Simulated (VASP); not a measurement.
# BN (F-43m) in VASP: a series of runs, part 2 of 3

VASP 6.6.1. Earlier steps stand in the parts before.

**4. G0W0 quasiparticle levels, PBE**

Contents of POSCAR:

```
BN
1.0
    0.0000000000      1.8130010000      1.8130010000
    1.8130010000      0.0000000000      1.8130010000
    1.8130010000      1.8130010000      0.0000000000
N B
1 1
Direct
    0.2500000000      0.2500000000      0.2500000000
    0.0000000000      0.0000000000      0.0000000000
```

Contents of INCAR.step1:

```
  PREC = Accurate
  ENCUT = 450
  EDIFF = 1E-8
  ISMEAR = 0
  SIGMA = 0.01
  LREAL = False
  LASPH = True
  NELM = 100
  ALGO = Normal
  LWAVE = True
  LCHARG = False
  GGA = PE
```

Contents of INCAR.step2:

```
  PREC = Accurate
  ENCUT = 450
  EDIFF = 1E-8
  ISMEAR = 0
  SIGMA = 0.01
  LREAL = False
  LASPH = True
  NELM = 1
  ALGO = Exact
  LWAVE = True
  LCHARG = False
  GGA = PE
  NBANDS = 75
  LOPTICS = True
  ISTART = 1
```

Contents of INCAR.step3:

```
  PREC = Accurate
  ENCUT = 450
  EDIFF = 1E-8
  ISMEAR = 0
  SIGMA = 0.01
  LREAL = False
  LASPH = True
  ALGO = EVGW0
  LWAVE = False
  LCHARG = False
  GGA = PE
  NELMGW = 1
  NBANDS = 75
  ENCUTGW = 75
  NOMEGA = 48
  PRECFOCK = Fast
  ISTART = 1
  NBANDSGW = 12
```

Contents of KPOINTS:

```
Automatic mesh
0
Gamma
  3 3 3
```

Potentials or basis: VASP PAW PBE potentials, release 64 (N_GW, B_GW).

Launch:

```
> cat potpaw_PBE.64/N_GW/POTCAR potpaw_PBE.64/B_GW/POTCAR > POTCAR
> cp INCAR.step1 INCAR
> mpirun -np 1 vasp_std > vasp.out
> cp INCAR.step2 INCAR
> mpirun -np 1 vasp_std > vasp.out
> cp INCAR.step3 INCAR
> mpirun -np 1 vasp_std > vasp.out
```

OUTCAR:

```text
PREC = Accurate
   ENCUT = 450
   EDIFF = 1E-8
   ISMEAR = 0
   LREAL = False
   LASPH = True
   GGA = PE
   NELMGW = 1
   ENCUTGW = 75
   PRECFOCK = Fast
   ISTART = 1

 Found      4 irreducible k-points:

 Following reciprocal coordinates:
            Coordinates               Weight
  0.000000  0.000000  0.000000      1.000000
  0.333333  0.000000  0.000000      8.000000
  0.333333  0.333333  0.000000      6.000000
 -0.333333  0.333333  0.000000     12.000000
   k-points           NKPTS =      4   k-points in BZ     NKDIM =     27   number of bands    NBANDS=     75
   number of dos      NEDOS =    301   number of ions     NIONS =      2
   total plane-waves  NPLWV =   5832
   dimension x,y,z NGX =    18 NGY =   18 NGZ =   18
   dimension x,y,z NGXF=    36 NGYF=   36 NGZF=   36
   ions per type =               1   1
   NGX,Y,Z   is equivalent  to a cutoff of  11.67, 11.67, 11.67 a.u.
   NGXF,Y,Z  is equivalent  to a cutoff of  23.34, 23.34, 23.34 a.u.
 SYSTEM =  unknown system
   PREC   = accura    normal or accurate (medium, high low for compatibility)
   ISTART =      1    job   : 0-new  1-cont  2-samecut
   ICHARG =      0    charge: 1-file 2-atom 10-const
   ISPIN  =      1    spin polarized calculation?
   LNONCOLLINEAR =      F non collinear calculations
   LSORBIT =      F    spin-orbit coupling
   LASPH  =      T    aspherical Exc in radial PAW
   ENCUT  =  450.0 eV  33.07 Ry    5.75 a.u.   4.43  4.43  4.43*2*pi/ulx,y,z
   NELM   =     60;   NELMIN=  2; NELMDL=  0     # of ELM steps
   EDIFF  = 0.1E-07   stopping-criterion for ELM
   LREAL  =      F    real-space projection
   EDIFFG = 0.1E-06   stopping-criterion for IOM
   NSW    =      0    number of steps for IOM
   IBRION =     -1    ionic relax: 0-MD 1-quasi-New 2-CG
   NFREE  =      0    steps in history (QN), initial steepest desc. (CG)
   ISIF   =      0    stress and relaxation
   ISYM   =      3    0-nonsym 1-usesym 2-fastsym
   POTIM  = 0.5000    time-step for ionic-motion
   TEBEG  =    0.0;   TEEND  =   0.0 temperature during run
   PSTRESS=    0.0 pullay stress
   NELECT =       8.0000    total number of electrons
   NUPDOWN=      -1.0000    fix difference up-down
   EMIN   =  10.00;   EMAX   =-10.00  energy-range for DOS
   EFERMI =   0.00;   METHOD = LEGACY
   ISMEAR =     0;   SIGMA  =   0.01  broadening in eV -4-tet -1-fermi 0-gaus
   EFERMI_NEDOS =   21; number of points for ismear=-14 and -15
   IALGO  =     38    algorithm
   IMIX   =      4    mixing-type and parameters
     AMIX     =   0.40;   BMIX     =  1.00
     AMIX_MAG =   1.60;   BMIX_MAG =  1.00
  volume/ion in A,a.u.               =       5.96        40.22
  Fermi-wavevector in a.u.,A,eV,Ry     =   1.433387  2.708709 27.954506  2.054598
  Thomas-Fermi vector in A             =   2.552911
   LORBIT       =      0    0 simple, 1 ext, 2 COOP (PROOUT), +10 PAW based schemes
   GGA     = PE    functional components
   LHFCALC =     T    Hartree Fock is set to
   PRECFOCK=fast      Normal, Fast or Accurate (Low or Medium for compatibility)
   ENCUT4O =  -1.0   cutoff for four orbital integrals eV
   NKREDX  =     1    reduce k-point grid by
   NKREDY  =     1    reduce k-point grid by
   NKREDZ  =     1    reduce k-point grid by
   AEXX    =    1.0000 exact exchange contribution
   HFSCREEN=    0.0000 screening length (either q_TF or 0.3 A-1)
   HFSCREENC=   0.0000 screening length for correlation (either q_TF or 0.3 A-1)
   ENCUTFOCK=  -1.0 apply spherical cutoff to Coloumb kernel
   IVDW    =     0    specifies the selected vdW correction
   LEPSILON=     F    determine dielectric tensor
   LRPA    =     F    only Hartree local field effects (RPA)
   LRPAFORCE           =     F    calculate RPA forces
   ENCUTGW             =  75.0    cutoff for response function in eV
   ENCUTGWSOFT         =  60.0    soft cutoff for Coulomb kernel in GW response function in eV
   ENCUTLF             =  -1.0    cutoff for local field effects
   NELMGW              =     1    number of iterations in solving QP/BSE equation
   NELMHF              =     1    number of iterations in the inner HF iteration
   NKREDLFX            =     1    NKREDLFY  =   1   NKREDLFZ  =   1
 non-spin polarized calculation
 Gauss-broadening in eV      SIGMA  =   0.01
  energy-cutoff  :      450.00
  volume of cell :       11.92
 maximum number of plane-waves:       259
 NGX is ok and might be reduce to    18
  NGX = 12; NGY = 12; NGZ = 12
   NGX =  9   NGY =  9   NGZ =  9
 maximum number of plane-waves:        22
 NGX is ok and might be reduce to    10

 QP shifts <psi_nk| G(iteration)W_0 |psi_nk>: iteration 1
 for sc-GW calculations column KS-energies equals QP-energies in previous step
 and V_xc(KS)=  KS-energies - (<T + V_ion + V_H > + <T+V_H+V_ion>^1  + <V_x>^1)

 k-point   1 :       0.0000    0.0000    0.0000
  band No.  KS-energies  QP-energies   sigma(KS)   V_xc(KS)     V^pw_x(r,r')   Z            occupation Imag(sigma)

      1     -12.7045     -14.4564     -17.6829     -15.4437     -26.3915       0.7824       2.0000       1.4316
      2       7.4800       7.1123     -18.7039     -18.2590     -22.3910       0.8266       2.0000       0.1207
      3       7.4800       7.1123     -18.7039     -18.2590     -22.3910       0.8266       2.0000       0.1207
      4       7.4800       7.1123     -18.7039     -18.2590     -22.3910       0.8266       2.0000       0.1207
      5      16.1541      17.5429     -12.0630     -13.7408      -6.6858       0.8278       0.0000      -0.1282
      6      16.1541      17.5429     -12.0630     -13.7408      -6.6858       0.8278       0.0000      -0.1282
      7      16.1541      17.5429     -12.0630     -13.7408      -6.6858       0.8278       0.0000      -0.1282
      8      17.6446      18.7619     -14.0232     -15.3925      -8.0853       0.8159       0.0000      -0.1575
      9      31.9542      32.4137     -10.7768     -11.3463      -3.2201       0.8069       0.0000      -0.6636
     10      35.0433      36.1868     -11.8842     -13.2558      -5.3479       0.8337       0.0000      -0.5423
     11      35.0433      36.1868     -11.8842     -13.2558      -5.3479       0.8337       0.0000      -0.5423
     12      35.6373      36.1950     -10.3087     -10.9827      -2.9663       0.8275       0.0000      -0.8406
[... 36 lines left out ...]
      1      -7.3843      -8.7533     -19.0064     -17.2314     -26.7577       0.7713       2.0000       0.7882
      2      -0.9236      -2.0963     -16.4765     -14.9926     -21.3312       0.7902       2.0000       0.2426
      3       0.1065      -1.0267     -16.8171     -15.3973     -21.5376       0.7981       2.0000       0.2127
      4       3.9902       3.2653     -17.6075     -16.7145     -21.7092       0.8118       2.0000       0.1503
      5      15.2084      16.1054     -12.0092     -13.0861      -6.8133       0.8330       0.0000      -0.1251
      6      21.7399      23.3772     -13.9492     -15.9843      -7.8310       0.8045       0.0000      -0.2040
      7      21.9107      23.7081     -13.0961     -15.3419      -6.6763       0.8003       0.0000      -0.2211
      8      23.3440      25.0826     -13.3278     -15.5300      -6.4707       0.7895       0.0000      -0.2742
      9      25.4984      26.6417     -11.9548     -13.3611      -5.6086       0.8130       0.0000      -0.2546
     10      32.3255      33.2481     -11.2457     -12.3564      -4.7162       0.8306       0.0000      -0.5003
     11      34.0402      35.6169     -12.2107     -14.2195      -4.1780       0.7849       0.0000      -0.7907
     12      42.0541      42.8053     -10.6468     -11.5505      -2.9540       0.8313       0.0000      -1.2340
```

OUTCAR.step1:

```text
PREC = Accurate
   ENCUT = 450
   EDIFF = 1E-8
   ISMEAR = 0
   LREAL = False
[... 152 lines left out ...]
      0.90650      0.90650      0.90650        -0.000000     -0.000000      0.000000
      0.00000      0.00000      0.00000         0.000000      0.000000     -0.000000
 -----------------------------------------------------------------------------------
    total drift:                                0.000001      0.000001      0.000001

  FREE ENERGIE OF THE ION-ELECTRON SYSTEM (eV)
  ---------------------------------------------------
  free  energy   TOTEN  =       -17.0724773974 eV

  energy  without entropy=      -17.0724773974  energy(sigma->0) =      -17.07247740
```

OUTCAR.step2:

```text
PREC = Accurate
   ENCUT = 450
   EDIFF = 1E-8
   ISMEAR = 0
   LREAL = False
[... 518 lines left out ...]
     0.00000     6.39755     6.39755     6.39755    -0.00000     0.00000     0.00000
     2.54564     6.69643     6.69643     6.69643    -0.00000     0.00000     0.00000
     5.09128     7.89470     7.89470     7.89470    -0.00000     0.00000     0.00000
     7.63692    12.65322    12.65322    12.65322    -0.00000     0.00000     0.00000
    10.18255     7.27865     7.27865     7.27865    -0.00000     0.00000     0.00000
    12.72819   -12.74754   -12.74754   -12.74754     0.00000    -0.00000    -0.00000
[... 92 lines left out ...]
   249.47257     0.98295     0.98295     0.98295     0.00000    -0.00000    -0.00000
   252.01821     0.98331     0.98331     0.98331     0.00000    -0.00000    -0.00000
```

Wall time 5 s (1 thread of Intel Xeon Platinum 8488C (Sapphire Rapids), shared host); peak memory 0.11 GiB.

These settings aren't checked as converged: the numbers below hold their error.

Results:

```
Band gap on the k mesh, mean-field level : 5.58 eV, indirect (least direct gap 8.67 eV)
Quasiparticle gap                        : 6.74 eV
Least direct quasiparticle gap           : 10.43 eV
```

Caveat: the k mesh is coarse (spacing up to 1.00 Å⁻¹), so the values aren't converged; bands, screening cutoff and mesh are small and nothing is extrapolated, so the quasiparticle values aren't converged; an odd mesh through Γ misses points on the zone boundary, where band edges often lie.

**5. G0W0 quasiparticle levels, PBE**

POSCAR is that of step 4.

INCAR.step1 is that of step 4.

INCAR.step2, as its differences from that of step 4:

```diff
@@ -12,3 +12,3 @@
   GGA = PE
-  NBANDS = 75
+  NBANDS = 32
   LOPTICS = True
```

INCAR.step3, as its differences from that of step 4:

```diff
@@ -12,4 +12,4 @@
   NELMGW = 1
-  NBANDS = 75
-  ENCUTGW = 75
+  NBANDS = 32
+  ENCUTGW = 260
   NOMEGA = 48
```

KPOINTS is that of step 4.

Potentials or basis: VASP PAW PBE potentials, release 64 (N_GW, B_GW).

Launch:

```
> cat potpaw_PBE.64/N_GW/POTCAR potpaw_PBE.64/B_GW/POTCAR > POTCAR
> cp INCAR.step1 INCAR
> mpirun -np 1 vasp_std > vasp.out
> cp INCAR.step2 INCAR
> mpirun -np 1 vasp_std > vasp.out
> cp INCAR.step3 INCAR
> mpirun -np 1 vasp_std > vasp.out
```

OUTCAR:

```text
PREC = Accurate
   ENCUT = 450
   EDIFF = 1E-8
   ISMEAR = 0
   LREAL = False
   LASPH = True
   GGA = PE
   NELMGW = 1
   ENCUTGW = 260
   PRECFOCK = Fast
   ISTART = 1

 Found      4 irreducible k-points:

 Following reciprocal coordinates:
            Coordinates               Weight
  0.000000  0.000000  0.000000      1.000000
  0.333333  0.000000  0.000000      8.000000
  0.333333  0.333333  0.000000      6.000000
 -0.333333  0.333333  0.000000     12.000000
   k-points           NKPTS =      4   k-points in BZ     NKDIM =     27   number of bands    NBANDS=     32
   number of dos      NEDOS =    301   number of ions     NIONS =      2
   total plane-waves  NPLWV =   5832
   dimension x,y,z NGX =    18 NGY =   18 NGZ =   18
   dimension x,y,z NGXF=    36 NGYF=   36 NGZF=   36
   ions per type =               1   1
   NGX,Y,Z   is equivalent  to a cutoff of  11.67, 11.67, 11.67 a.u.
   NGXF,Y,Z  is equivalent  to a cutoff of  23.34, 23.34, 23.34 a.u.
 SYSTEM =  unknown system
   PREC   = accura    normal or accurate (medium, high low for compatibility)
   ISTART =      1    job   : 0-new  1-cont  2-samecut
   ICHARG =      0    charge: 1-file 2-atom 10-const
   ISPIN  =      1    spin polarized calculation?
   LNONCOLLINEAR =      F non collinear calculations
   LSORBIT =      F    spin-orbit coupling
   LASPH  =      T    aspherical Exc in radial PAW
   ENCUT  =  450.0 eV  33.07 Ry    5.75 a.u.   4.43  4.43  4.43*2*pi/ulx,y,z
   NELM   =     60;   NELMIN=  2; NELMDL=  0     # of ELM steps
   EDIFF  = 0.1E-07   stopping-criterion for ELM
   LREAL  =      F    real-space projection
   EDIFFG = 0.1E-06   stopping-criterion for IOM
   NSW    =      0    number of steps for IOM
   IBRION =     -1    ionic relax: 0-MD 1-quasi-New 2-CG
   NFREE  =      0    steps in history (QN), initial steepest desc. (CG)
   ISIF   =      0    stress and relaxation
   ISYM   =      3    0-nonsym 1-usesym 2-fastsym
   POTIM  = 0.5000    time-step for ionic-motion
   TEBEG  =    0.0;   TEEND  =   0.0 temperature during run
   PSTRESS=    0.0 pullay stress
   NELECT =       8.0000    total number of electrons
   NUPDOWN=      -1.0000    fix difference up-down
   EMIN   =  10.00;   EMAX   =-10.00  energy-range for DOS
   EFERMI =   0.00;   METHOD = LEGACY
   ISMEAR =     0;   SIGMA  =   0.01  broadening in eV -4-tet -1-fermi 0-gaus
   EFERMI_NEDOS =   21; number of points for ismear=-14 and -15
   IALGO  =     38    algorithm
   IMIX   =      4    mixing-type and parameters
     AMIX     =   0.40;   BMIX     =  1.00
     AMIX_MAG =   1.60;   BMIX_MAG =  1.00
  volume/ion in A,a.u.               =       5.96        40.22
  Fermi-wavevector in a.u.,A,eV,Ry     =   1.433387  2.708709 27.954506  2.054598
  Thomas-Fermi vector in A             =   2.552911
   LORBIT       =      0    0 simple, 1 ext, 2 COOP (PROOUT), +10 PAW based schemes
   GGA     = PE    functional components
   LHFCALC =     T    Hartree Fock is set to
   PRECFOCK=fast      Normal, Fast or Accurate (Low or Medium for compatibility)
   ENCUT4O =  -1.0   cutoff for four orbital integrals eV
   NKREDX  =     1    reduce k-point grid by
   NKREDY  =     1    reduce k-point grid by
   NKREDZ  =     1    reduce k-point grid by
   AEXX    =    1.0000 exact exchange contribution
   HFSCREEN=    0.0000 screening length (either q_TF or 0.3 A-1)
   HFSCREENC=   0.0000 screening length for correlation (either q_TF or 0.3 A-1)
   ENCUTFOCK=  -1.0 apply spherical cutoff to Coloumb kernel
   IVDW    =     0    specifies the selected vdW correction
   LEPSILON=     F    determine dielectric tensor
   LRPA    =     F    only Hartree local field effects (RPA)
   LRPAFORCE           =     F    calculate RPA forces
   ENCUTGW             = 260.0    cutoff for response function in eV
   ENCUTGWSOFT         = 208.0    soft cutoff for Coulomb kernel in GW response function in eV
   ENCUTLF             =  -1.0    cutoff for local field effects
   NELMGW              =     1    number of iterations in solving QP/BSE equation
   NELMHF              =     1    number of iterations in the inner HF iteration
   NKREDLFX            =     1    NKREDLFY  =   1   NKREDLFZ  =   1
 non-spin polarized calculation
 Gauss-broadening in eV      SIGMA  =   0.01
  energy-cutoff  :      450.00
  volume of cell :       11.92
 maximum number of plane-waves:       259
 NGX is ok and might be reduce to    18
  NGX = 12; NGY = 12; NGZ = 12
   NGX =  9   NGY =  9   NGZ =  9
 maximum number of plane-waves:       117

 QP shifts <psi_nk| G(iteration)W_0 |psi_nk>: iteration 1
 for sc-GW calculations column KS-energies equals QP-energies in previous step
 and V_xc(KS)=  KS-energies - (<T + V_ion + V_H > + <T+V_H+V_ion>^1  + <V_x>^1)

 k-point   1 :       0.0000    0.0000    0.0000
  band No.  KS-energies  QP-energies   sigma(KS)   V_xc(KS)     V^pw_x(r,r')   Z            occupation Imag(sigma)

      1     -12.7045     -14.6338     -17.9080     -15.4437     -26.3915       0.7829       2.0000       1.5165
      2       7.4800       6.8463     -19.0297     -18.2590     -22.3910       0.8222       2.0000       0.1036
      3       7.4800       6.8463     -19.0297     -18.2590     -22.3910       0.8222       2.0000       0.1036
      4       7.4800       6.8463     -19.0297     -18.2590     -22.3910       0.8222       2.0000       0.1036
      5      16.1541      17.6139     -11.9721     -13.7408      -6.6858       0.8253       0.0000      -0.1323
      6      16.1541      17.6139     -11.9721     -13.7408      -6.6858       0.8253       0.0000      -0.1323
      7      16.1541      17.6139     -11.9721     -13.7408      -6.6858       0.8253       0.0000      -0.1323
      8      17.6446      18.8835     -13.8499     -15.3925      -8.0853       0.8031       0.0000      -0.1614
      9      31.9542      32.5880     -10.5564     -11.3463      -3.2201       0.8024       0.0000      -0.6685
     10      35.0433      36.4691     -11.5521     -13.2558      -5.3479       0.8369       0.0000      -0.5500
     11      35.0433      36.4691     -11.5521     -13.2558      -5.3479       0.8369       0.0000      -0.5500
     12      35.6373      36.4812      -9.9666     -10.9827      -2.9663       0.8305       0.0000      -0.8660
[... 36 lines left out ...]
      1      -7.3843      -8.9174     -19.2112     -17.2314     -26.7577       0.7744       2.0000       0.9108
      2      -0.9236      -2.2603     -16.6898     -14.9926     -21.3312       0.7875       2.0000       0.2258
      3       0.1065      -1.2078     -17.0466     -15.3973     -21.5376       0.7969       2.0000       0.1936
      4       3.9902       3.0453     -17.8832     -16.7145     -21.7092       0.8085       2.0000       0.1314
      5      15.2084      16.2228     -11.8646     -13.0861      -6.8133       0.8305       0.0000      -0.1274
      6      21.7399      23.3706     -13.9431     -15.9843      -7.8310       0.7989       0.0000      -0.2176
      7      21.9107      23.7179     -13.0697     -15.3419      -6.6763       0.7954       0.0000      -0.2336
      8      23.3440      25.0725     -13.3187     -15.5300      -6.4707       0.7817       0.0000      -0.2938
      9      25.4984      26.7569     -11.8114     -13.3611      -5.6086       0.8121       0.0000      -0.2664
     10      32.3255      33.5259     -10.9161     -12.3564      -4.7162       0.8334       0.0000      -0.4924
     11      34.0402      35.6977     -12.1056     -14.2195      -4.1780       0.7841       0.0000      -0.8354
     12      42.0541      43.1176     -10.2767     -11.5505      -2.9540       0.8349       0.0000      -1.2356
```

OUTCAR.step1:

```text
PREC = Accurate
   ENCUT = 450
   EDIFF = 1E-8
   ISMEAR = 0
   LREAL = False
[... 152 lines left out ...]
      0.90650      0.90650      0.90650        -0.000000     -0.000000      0.000000
      0.00000      0.00000      0.00000         0.000000      0.000000     -0.000000
 -----------------------------------------------------------------------------------
    total drift:                                0.000001      0.000001      0.000001

  FREE ENERGIE OF THE ION-ELECTRON SYSTEM (eV)
  ---------------------------------------------------
  free  energy   TOTEN  =       -17.0724773974 eV

  energy  without entropy=      -17.0724773974  energy(sigma->0) =      -17.07247740
```

OUTCAR.step2:

```text
PREC = Accurate
   ENCUT = 450
   EDIFF = 1E-8
   ISMEAR = 0
   LREAL = False
[... 518 lines left out ...]
     0.00000     6.34640     6.34640     6.34640    -0.00000     0.00000    -0.00000
     1.42144     6.43444     6.43444     6.43444    -0.00000     0.00000    -0.00000
     2.84287     6.72267     6.72267     6.72267    -0.00000     0.00000    -0.00000
     4.26431     7.29059     7.29059     7.29059    -0.00000     0.00000    -0.00000
     5.68574     8.35653     8.35653     8.35653    -0.00000     0.00000    -0.00000
     7.10718    10.67884    10.67884    10.67884    -0.00000     0.00000    -0.00000
[... 92 lines left out ...]
   139.30066     0.94679     0.94679     0.94679     0.00000    -0.00000     0.00000
   140.72209     0.94793     0.94793     0.94793     0.00000    -0.00000     0.00000
```

Wall time 5.2 s (1 thread of Intel Xeon Platinum 8488C (Sapphire Rapids), shared host); peak memory 0.13 GiB.

These settings aren't checked as converged: the numbers below hold their error.

What came out:

```
Band gap on the k mesh, mean-field level : 5.58 eV, indirect (least direct gap 8.67 eV)
Quasiparticle gap                        : 7.14 eV
Least direct quasiparticle gap           : 10.77 eV
```

Caveat: the k mesh is coarse (spacing up to 1.00 Å⁻¹), so the values aren't converged; bands, screening cutoff and mesh are small and nothing is extrapolated, so the quasiparticle values aren't converged; an odd mesh through Γ misses points on the zone boundary, where band edges often lie.

[end of part 2 of 3]
